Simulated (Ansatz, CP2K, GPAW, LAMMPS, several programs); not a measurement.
## CSi (ordering on diamond): methods side by side

An ordered 4-atom cell of CSi on the diamond lattice (R-3m), relaxed with r2SCAN in Ansatz, was computed with several methods. It is trigonal, R-3m (No. 166); a = 3.083 Å, c = 15.964 Å in the conventional setting, 10.95 Å³ an atom. C has 1 C at 1.62 Å and 3 Si at 1.90 Å; Si has 3 C at 1.90 Å and 1 Si at 2.38 Å. The cell comes from a prototype generator: it can be a known phase or a hypothetical one. Spin polarisation is off.

```xyz
4
Lattice="1.5416 0.8900 5.3212 -1.5416 0.8900 5.3212 0.0000 -1.7801 5.3212" Properties=species:S:1:pos:R:3 pbc="T T T"
C     0.0000    0.0000    7.1707
Si    0.0000    0.0000   14.7740
Si    0.0000    0.0000    1.1897
C     0.0000    0.0000    8.7929
```

Gaps and times are for a single point on this cell; volume and bulk modulus come from each method's own relaxation or energy curve at fixed shape, which is too stiff where a cell has free coordinates or axes. Times are rough, from shared hosts (Arm Neoverse V1), and each method has its own mesh and cell size. A double dagger marks a value from a curve with shape and coordinates held. Gaps from k meshes are read at a limited set of points (mesh, symmetry points, PBE's band edges), so each method's own least gap may be somewhat smaller. Force fields have no electrons; where one was fitted to this phase, its volume and modulus reflect the fit. Minimal bases can be far off for gaps. GLLB-SC's gap includes the derivative discontinuity. d marks a direct gap, i an indirect one (no mark: not told apart), a dash a value that wasn't computed or didn't pass its checks.

| method | kind | gap (eV) | own volume (Å³/atom) | bulk modulus (GPa) | atoms computed | processor time |
| --- | --- | --- | --- | --- | --- | --- |
| SiC_Erhart-Albe.tersoff (LAMMPS) | force field | – | 10.66 | 216‡ | 4 | 0.11 s |
| SiC.vashishta (LAMMPS) | force field | – | – | – | 4 | 0.11 s |
| SiCGe.tersoff (LAMMPS) | force field | – | – | – | 4 | 0.11 s |
| non-self-consistent DFTB (CP2K) | tight binding | 4.13 d | – | – | 4 | 0.58 s |
| light PBE (260 eV and a coarse mesh) | light plane-wave | 0.39 i | – | – | 4 | 0.78 s |
| PBE | semilocal | 0.49 i | 11.09 | 196‡ | 4 | 4.9 s |
| PBE/single zeta (GPAW) | small basis | 2.32 i | – | – | 4 | 6.8 s |
| r2SCAN | semilocal | 0.69 i | 10.95 | 208‡ | 4 | 11 s |
| PBE/SZV (CP2K) | small basis | 3.88 d | 11.65‡ | 194‡ | 4 | 22 s |
| GLLB-SC (GPAW) | model potential | 0.95 | – | – | 4 | 36 s |
| PBE/DZVP (CP2K) | small basis | 0.55 i | 11.06‡ | 196‡ | 4 | 54 s |

Against r2SCAN (0.69 eV) and with closed or daggered gaps left aside, the nearest gap at the points sampled is that of PBE/DZVP (CP2K) (-0.14 eV) and the farthest that of non-self-consistent DFTB (CP2K) (+3.44 eV). r2SCAN is only a yardstick of convenience: semilocal gaps usually lie below measured ones, which GLLB-SC and hybrids aim to mend.

Volumes against r2SCAN's: SiC_Erhart-Albe.tersoff (LAMMPS) -2.7 %, PBE +1.3 %.

Runs without a result: SiC.vashishta (LAMMPS) (relaxation).

Relaxed on its own, the cell leaves this structure with SiC.vashishta (LAMMPS), non-self-consistent DFTB (CP2K), so no volume is listed.
